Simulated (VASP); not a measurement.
# KTaO3: how cutoff and mesh change the relaxed cell, part 2 of 2

How far does the relaxed cell of KTaO3 depend on cutoff and k mesh? The starting structure is a measured crystal structure from the Crystallography Open Database. The first relaxation on each setting starts from this cell expanded by 3 % in volume.

VASP 6.6.1.

Results so far: reference 12.71 Å³ an atom; a cutoff of 400 eV 12.43 Å³ an atom.

### 4. Relaxation with a 3×3×3 mesh

Level of this step: PBEsol; plane waves and PAW (Ta_pv, K_sv, O) (VASP).

Against step 2 the input has a 3×3×3 mesh (also changed: KPAR and NCORE).

Contents of INCAR:

```
SYSTEM = KTaO3
PREC = Accurate
ENCUT = 520
EDIFF = 1E-06
NELM = 100
ISMEAR = 0
SIGMA = 0.03
LREAL = .FALSE.
ALGO = Normal
GGA = PS
NBANDS = 25
LORBIT = 11
LWAVE = .FALSE.
LCHARG = .FALSE.
KPAR = 2
NCORE = 2
IBRION = 2
NSW = 50
ISIF = 3
EDIFFG = -0.004
```

Contents of POSCAR:

```
KTaO3
1.0
    4.0277906871      0.0000000000      0.0000000000
    0.0000000000      4.0277906871      0.0000000000
    0.0000000000      0.0000000000      4.0277906871
Ta K O
1 1 3
Direct
    0.0000000000      0.0000000000      0.0000000000
    0.5000000000      0.5000000000      0.5000000000
    0.0000000000      0.0000000000      0.5000000000
    0.0000000000      0.5000000000      0.0000000000
    0.5000000000      0.0000000000      0.0000000000
```

Contents of KPOINTS:

```
Automatic mesh
0
Gamma
3 3 3
0 0 0
```

Potentials, in the order of the species: Ta_pv, K_sv and O (PBE family, release 64).

The run is started by

```
$ mpirun -np 4 vasp_std
```

Log:

```text
[banner, memory and clock lines left out]
running    4 mpi-ranks, on    1 nodes
[...]
[... a notice as in an earlier step ...]

 LDA part: xc-table for (Slater+PW92), standard interpolation
 POSCAR, INCAR and KPOINTS ok, starting setup
[...]
entering main loop
       N       E                     dE             d eps       ncg     rms          rms(c)
DAV:   1     0.319787465850E+03    0.31979E+03   -0.20787E+04   200   0.151E+03
DAV:   2    -0.323859861092E+02   -0.35217E+03   -0.34426E+03   235   0.420E+02
DAV:   3    -0.498267237705E+02   -0.17441E+02   -0.17378E+02   256   0.940E+01
DAV:   4    -0.507805242905E+02   -0.95380E+00   -0.95293E+00   352   0.125E+01
[...]
DAV:  11    -0.427474975318E+02   -0.26555E-04   -0.56399E-04   279   0.162E-01    0.328E-02
DAV:  12    -0.427475193131E+02   -0.21781E-04   -0.27197E-05   280   0.429E-02    0.572E-03
DAV:  13    -0.427475188006E+02    0.51244E-06   -0.24177E-06   237   0.131E-02
   1 F= -.42747519E+02 E0= -.42747519E+02  d E =-.427475E+02
[...]
2 F= -.42726928E+02 E0= -.42726928E+02  d E =0.205909E-01
 trial-energy change:    0.020591  1 .order    0.024152   -0.126710    0.175013
 step:   0.4374(harm=  0.4200)  dis= 0.00000  next Energy=   -42.775527 (dE=-0.280E-01)
[...]
N       E                     dE             d eps       ncg     rms          rms(c)
DAV:   1    -0.430215248395E+02   -0.29460E+00   -0.70805E+00   218   0.244E+01    0.463E+00
DAV:   2    -0.428207822943E+02    0.20074E+00   -0.66491E-01   253   0.574E+00    0.215E+00
DAV:   3    -0.427793021820E+02    0.41480E-01   -0.69762E-02   282   0.245E+00    0.859E-01
DAV:   4    -0.427754877916E+02    0.38144E-02   -0.27246E-02   296   0.972E-01    0.493E-01
DAV:   5    -0.427759309702E+02   -0.44318E-03   -0.14795E-03   310   0.231E-01    0.145E-01
DAV:   6    -0.427759825692E+02   -0.51599E-04   -0.52393E-04   326   0.137E-01    0.327E-02
DAV:   7    -0.427759825148E+02    0.54398E-07   -0.19383E-05   247   0.281E-02    0.730E-03
DAV:   8    -0.427759813089E+02    0.12059E-05   -0.78251E-07   198   0.690E-03    0.275E-03
DAV:   9    -0.427759817176E+02   -0.40875E-06   -0.17222E-07   146   0.281E-03
   3 F= -.42775982E+02 E0= -.42775982E+02  d E =-.284629E-01
[...]
reached required accuracy - stopping structural energy minimisation
```

Elapsed: 2.8 s, on 4 MPI ranks of AMD EPYC 9R45, shared host; peak memory 0.51 GiB.

Parts of OUTCAR (step 4):

```text
  Total       -0.0157276     -0.0157276     -0.0157276     -0.0000000      0.0000000     -0.0000000
  in kB       -0.3960287     -0.3960287     -0.3960287     -0.0000000      0.0000000     -0.0000000
  external PRESSURE =      -0.3960287 kB  Pullay stress =       0.0000000 kB

 POSITION                                       TOTAL-FORCE (eV/Angst)
 -----------------------------------------------------------------------------------
      0.00000      0.00000      0.00000         0.000000      0.000000      0.000000
      1.99611      1.99611      1.99611         0.000000     -0.000000      0.000000
     -0.00000     -0.00000      1.99611        -0.000000     -0.000000      0.000000
     -0.00000      1.99611      0.00000        -0.000000      0.000000      0.000000
      1.99611      0.00000      0.00000        -0.000000      0.000000      0.000000
 -----------------------------------------------------------------------------------
    total drift:                                0.000000     -0.000000      0.000000

  FREE ENERGIE OF THE ION-ELECTRON SYSTEM (eV)
  ---------------------------------------------------
  free  energy   TOTEN  =       -42.7759817176 eV

  energy  without entropy=      -42.7759817176  energy(sigma->0) =      -42.77598172

[... 1 part as in an earlier step ...]

[... 3 further parts left out ...]
[key lines of the parts left out:]
E-fermi :   1.5689
```

With a 3×3×3 mesh the cell ends at 12.726 Å³ an atom, +0.13 % from the reference; the bulk modulus is 203.7 GPa against 203.8 GPa.

### 5. Relaxation with a cutoff of 680 eV

Against step 2 the input has ENCUT = 680.

INCAR, as its differences from that of step 4:

```diff
@@ -2,3 +2,3 @@
 PREC = Accurate
-ENCUT = 520
+ENCUT = 680
 EDIFF = 1E-06
@@ -14,4 +14,3 @@
 LCHARG = .FALSE.
-KPAR = 2
-NCORE = 2
+KPAR = 4
 IBRION = 2
```

POSCAR is that of step 4.

Contents of KPOINTS:

```
Automatic mesh
0
Gamma
6 6 6
0 0 0
```

The run is started by

```
$ mpirun -np 4 vasp_std
```

Log:

```text
[... set-up lines as in an earlier step ...]
 entering main loop
       N       E                     dE             d eps       ncg     rms          rms(c)
DAV:   1     0.370802377683E+03    0.37080E+03   -0.24048E+04  1000   0.185E+03
DAV:   2    -0.288923941121E+02   -0.39969E+03   -0.38889E+03  1198   0.473E+02
DAV:   3    -0.499352945822E+02   -0.21043E+02   -0.20960E+02  1325   0.105E+02
DAV:   4    -0.508207845060E+02   -0.88549E+00   -0.88460E+00  1750   0.134E+01
[...]
DAV:  12    -0.429041473808E+02   -0.18164E-04   -0.57621E-05  1364   0.669E-02    0.886E-03
DAV:  13    -0.429041463305E+02    0.10503E-05   -0.74836E-06  1367   0.236E-02    0.496E-03
DAV:  14    -0.429041463198E+02    0.10705E-07   -0.13076E-06   973   0.771E-03
   1 F= -.42904146E+02 E0= -.42904146E+02  d E =-.429041E+02
[...]
N       E                     dE             d eps       ncg     rms          rms(c)
DAV:   1    -0.438089750623E+02   -0.90483E+00   -0.26575E+01  1159   0.467E+01    0.899E+00
[...]
2 F= -.42878691E+02 E0= -.42878691E+02  d E =0.254553E-01
 trial-energy change:    0.025455  1 .order    0.030312   -0.150208    0.210832
 step:   0.4359(harm=  0.4160)  dis= 0.00000  next Energy=   -42.937286 (dE=-0.331E-01)
[...]
N       E                     dE             d eps       ncg     rms          rms(c)
DAV:   1    -0.432314358873E+02   -0.35275E+00   -0.84751E+00  1097   0.267E+01    0.512E+00
DAV:   2    -0.429923415595E+02    0.23909E+00   -0.80526E-01  1189   0.632E+00    0.242E+00
DAV:   3    -0.429423497711E+02    0.49992E-01   -0.86864E-02  1359   0.273E+00    0.950E-01
DAV:   4    -0.429371695230E+02    0.51802E-02   -0.32411E-02  1502   0.109E+00    0.544E-01
DAV:   5    -0.429376879636E+02   -0.51844E-03   -0.18402E-03  1616   0.258E-01    0.154E-01
DAV:   6    -0.429377441171E+02   -0.56153E-04   -0.63401E-04  1593   0.153E-01    0.378E-02
DAV:   7    -0.429377420627E+02    0.20544E-05   -0.21463E-05  1340   0.298E-02    0.105E-02
DAV:   8    -0.429377408799E+02    0.11828E-05   -0.14522E-06  1250   0.773E-03    0.367E-03
DAV:   9    -0.429377413562E+02   -0.47627E-06   -0.26650E-07   697   0.383E-03
   3 F= -.42937741E+02 E0= -.42937741E+02  d E =-.335950E-01
[...]
reached required accuracy - stopping structural energy minimisation
```

The job ended after 14 s (4 MPI ranks; peak memory 0.89 GiB; 56 s of CPU time).

From OUTCAR (step 5):

```text
  Total       -0.0182006     -0.0182006     -0.0182006      0.0000000      0.0000000     -0.0000000
  in kB       -0.4593430     -0.4593430     -0.4593430      0.0000000      0.0000000     -0.0000000
  external PRESSURE =      -0.4593430 kB  Pullay stress =       0.0000000 kB

 POSITION                                       TOTAL-FORCE (eV/Angst)
 -----------------------------------------------------------------------------------
      0.00000      0.00000      0.00000        -0.000000     -0.000000      0.000000
      1.99460      1.99460      1.99460         0.000000      0.000000      0.000000
     -0.00000      0.00000      1.99460        -0.000000      0.000000      0.000000
      0.00000      1.99460      0.00000        -0.000000     -0.000000      0.000000
      1.99460     -0.00000     -0.00000        -0.000000     -0.000000      0.000000
 -----------------------------------------------------------------------------------
    total drift:                                0.000000      0.000000     -0.000000

  FREE ENERGIE OF THE ION-ELECTRON SYSTEM (eV)
  ---------------------------------------------------
  free  energy   TOTEN  =       -42.9377413562 eV

  energy  without entropy=      -42.9377413562  energy(sigma->0) =      -42.93774136

[... 2 parts as in an earlier step ...]

[... 2 further parts left out ...]
[key lines of the parts left out:]
E-fermi :   1.8290
```

With a cutoff of 680 eV the cell ends at 12.697 Å³ an atom, -0.10 % from the reference; the bulk modulus is 203.8 GPa against 203.8 GPa.

### 6. Relaxation with an 8×8×8 mesh

Against step 2 the input has an 8×8×8 mesh.

INCAR, as its differences from that of step 5:

```diff
@@ -2,3 +2,3 @@
 PREC = Accurate
-ENCUT = 680
+ENCUT = 520
 EDIFF = 1E-06
```

POSCAR is that of step 5.

Contents of KPOINTS:

```
Automatic mesh
0
Gamma
8 8 8
0 0 0
```

The run is started by

```
$ mpirun -np 4 vasp_std
```

Log:

```text
[... set-up lines as in an earlier step ...]
 entering main loop
       N       E                     dE             d eps       ncg     rms          rms(c)
DAV:   1     0.326875644174E+03    0.32688E+03   -0.20923E+04  1750   0.151E+03
DAV:   2    -0.315255875546E+02   -0.35840E+03   -0.35053E+03  2109   0.428E+02
DAV:   3    -0.501560941592E+02   -0.18631E+02   -0.18568E+02  2551   0.962E+01
DAV:   4    -0.508114836821E+02   -0.65539E+00   -0.65477E+00  2770   0.114E+01
[...]
DAV:  11    -0.428913653109E+02    0.43631E-05   -0.10678E-03  2319   0.206E-01    0.321E-02
DAV:  12    -0.428913805127E+02   -0.15202E-04   -0.64157E-05  2378   0.686E-02    0.805E-03
DAV:  13    -0.428913807765E+02   -0.26377E-06   -0.61890E-06  2282   0.211E-02
   1 F= -.42891381E+02 E0= -.42891381E+02  d E =-.428914E+02
[...]
N       E                     dE             d eps       ncg     rms          rms(c)
DAV:   1    -0.437264089927E+02   -0.83503E+00   -0.24453E+01  2044   0.447E+01    0.859E+00
[...]
2 F= -.42869243E+02 E0= -.42869243E+02  d E =0.221380E-01
 trial-energy change:    0.022138  1 .order    0.026253   -0.138454    0.190961
 step:   0.4388(harm=  0.4203)  dis= 0.00000  next Energy=   -42.922102 (dE=-0.307E-01)
[...]
N       E                     dE             d eps       ncg     rms          rms(c)
DAV:   1    -0.431906814713E+02   -0.32144E+00   -0.77179E+00  2041   0.254E+01    0.487E+00
DAV:   2    -0.429721184165E+02    0.21856E+00   -0.73488E-01  1991   0.601E+00    0.229E+00
DAV:   3    -0.429269362684E+02    0.45182E-01   -0.78889E-02  2463   0.260E+00    0.901E-01
DAV:   4    -0.429221021233E+02    0.48341E-02   -0.29562E-02  2587   0.104E+00    0.514E-01
DAV:   5    -0.429225732011E+02   -0.47108E-03   -0.16891E-03  2825   0.246E-01    0.145E-01
DAV:   6    -0.429226251632E+02   -0.51962E-04   -0.58359E-04  2893   0.146E-01    0.365E-02
DAV:   7    -0.429226224758E+02    0.26874E-05   -0.18509E-05  2283   0.283E-02    0.943E-03
DAV:   8    -0.429226214010E+02    0.10748E-05   -0.14163E-06  2147   0.694E-03    0.343E-03
DAV:   9    -0.429226217951E+02   -0.39417E-06   -0.24965E-07  1340   0.376E-03
   3 F= -.42922622E+02 E0= -.42922622E+02  d E =-.312410E-01
[...]
reached required accuracy - stopping structural energy minimisation
```

Run time: 13 s. Hardware: 4 MPI ranks; peak memory 0.78 GiB; 50 s of CPU time.

From OUTCAR (step 6):

```text
  Total       -0.0163313     -0.0163313     -0.0163313      0.0000000      0.0000000     -0.0000000
  in kB       -0.4117646     -0.4117646     -0.4117646      0.0000000      0.0000000     -0.0000000
  external PRESSURE =      -0.4117646 kB  Pullay stress =       0.0000000 kB

 POSITION                                       TOTAL-FORCE (eV/Angst)
 -----------------------------------------------------------------------------------
      0.00000      0.00000      0.00000        -0.000000     -0.000000      0.000000
      1.99525      1.99525      1.99525        -0.000000      0.000000      0.000000
      0.00000      0.00000      1.99525         0.000000      0.000000      0.000000
      0.00000      1.99525     -0.00000        -0.000000     -0.000000      0.000000
      1.99525      0.00000      0.00000        -0.000000     -0.000000      0.000000
 -----------------------------------------------------------------------------------
    total drift:                                0.000000     -0.000000      0.000000

  FREE ENERGIE OF THE ION-ELECTRON SYSTEM (eV)
  ---------------------------------------------------
  free  energy   TOTEN  =       -42.9226217951 eV

  energy  without entropy=      -42.9226217951  energy(sigma->0) =      -42.92262180

[... 1 part as in an earlier step ...]

[... 3 further parts left out ...]
[key lines of the parts left out:]
E-fermi :   1.8264
```

With an 8×8×8 mesh the cell ends at 12.709 Å³ an atom, +0.00 % from the reference; the bulk modulus is 202.9 GPa against 203.8 GPa.

### 7. All runs side by side

```csv
run,volume (Å³/atom),change (%),bulk modulus (GPa),pressure left (GPa),core minutes
reference,12.709,-,203.8,-0.04,0.613
a cutoff of 400 eV,12.433,-2.17,220.4,0.01,1.01
a 3×3×3 mesh,12.726,0.13,203.7,-0.04,0.187
a cutoff of 680 eV,12.697,-0.1,203.8,-0.05,0.96
an 8×8×8 mesh,12.709,0.0,202.9,-0.04,0.853
```

Core minutes are wall time times ranks, summed over the relaxations behind a row (those for a bulk modulus apart), on shared hosts.

### 8. Outcome

- volume of the reference: 12.71 Å³/atom
- volume against the reference, a cutoff of 400 eV: -2.17 %
- volume against the reference, a 3×3×3 mesh: +0.13 %
- volume against the reference, a cutoff of 680 eV: -0.10 %
- volume against the reference, an 8×8×8 mesh: +0.00 %

What this shows: The volume moves most with a cutoff of 400 eV: -2.17 % against the reference (520 eV, 6×6×6 mesh). On finer settings it changes by -0.10 % with a cutoff of 680 eV and +0.00 % with an 8×8×8 mesh. The relaxations stop with up to 0.05 GPa left, which at the bulk modulus found here is 0.02 % of the volume. That understates it: a restart alone still moved the volume by up to 0.5 %. A cell that shrinks at the lower cutoff is the usual mark of Pulay stress, the error that a plane-wave basis makes when it is kept while the volume changes. The bulk modulus is more sensitive: it changes by +8.1 % with a cutoff of 400 eV. Further runs on this material are not shown.

[Lines on the potential files, build, host, timing and source positions are cut from VASP's logs without a mark.]

[Logs are printed without paths, hosts, clocks, repeated set-up lines and the standing remarks that a program may print on its own settings, such as how far it seeks lower states.]

[Hosts, paths, dates, database ids (printed as entryN), source tags and the programs' standing remarks are cut or masked in the printed files.]
